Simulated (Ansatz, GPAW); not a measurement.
This is a calculation of Al (Aluminum) for Ansatz 0.2.0. 

File input.yaml:

```yaml
crystal:
  lattice:
    - [0.0, 2.024805, 2.024805]
    - [2.024805, 0.0, 2.024805]
    - [2.024805, 2.024805, 0.0]
  atoms:
    - { symbol: Al, position: [0.0, 0.0, 0.0] }
kpoints:
  mp_grid: { grid: [11, 11, 11] }
scf:
  occupations: { method: gaussian, width: 0.016 }
hamiltonian:
  xc: pbe
  pseudopotentials: { kind: all_electron, lapw: { basis_error: 0.001 } }
output:
  forces: true
  stress: true
  eigenvalues: true
```

Potentials or basis: all-electron LAPW, scalar-relativistic.

Launch:

```console
$ ansatz run input.yaml --threads 1 --pin off --max-ram 3072MiB --backend cpu --events-out ev --progress --plain --runs-dir out
```

What does the same run look like in GPAW 26.7.0 (ASE script)? Potentials or basis there: GPAW PAW data sets (gpaw-data 1.2.1), cutoff 600 eV.

As run (cutoffs and basis follow the program's own potentials, and thresholds, step limits or extra output files can differ):

Contents of run.py:

```python
from ase.dft.bandgap import bandgap
from ase.io import read, write
from ase.units import GPa
from gpaw import GPAW, PW

atoms = read('POSCAR')

calc = GPAW(mode=PW(600),
            xc='PBE',
            kpts={'size': (11, 11, 11), 'gamma': True},
            occupations={'name': 'methfessel-paxton', 'order': 0, 'width': 0.016},
            nbands=7,
            convergence={'density': 1e-05, 'energy': 1e-05},
            maxiter=150,
            txt='gpaw.txt')
atoms.calc = calc
energy = atoms.get_potential_energy()
forces = atoms.get_forces()
stress = atoms.get_stress()
calc.write('gs.gpw')
write('result.traj', atoms)
print(f'Energy: {energy:.6f} eV')
print('Forces (eV/A):')
print(forces.round(4))
print('Stress (GPa):', (stress / GPa).round(3))
print('Fermi level:', round(calc.get_fermi_level(), 4), 'eV')
print(f'Gap: {bandgap(calc)[0]:.4f} eV, direct: {bandgap(calc, direct=True)[0]:.4f} eV')
```

POSCAR

```
Al
1.0
    0.0000000000      2.0248050000      2.0248050000
    2.0248050000      0.0000000000      2.0248050000
    2.0248050000      2.0248050000      0.0000000000
Al
1
Direct
    0.0000000000      0.0000000000      0.0000000000
```

Potentials or basis: GPAW PAW data sets (gpaw-data 1.2.1), pw.

Run with:

```console
$ OMP_NUM_THREADS=1 python run.py
```

Both were run:

|  | Ansatz | GPAW |
| --- | --- | --- |
| Pressure | -0.5 GPa | -0.4 GPa |

Where Ansatz's input types no cutoff or centring, it takes its own default and a Γ-centred mesh.

Pressure is positive in compression.
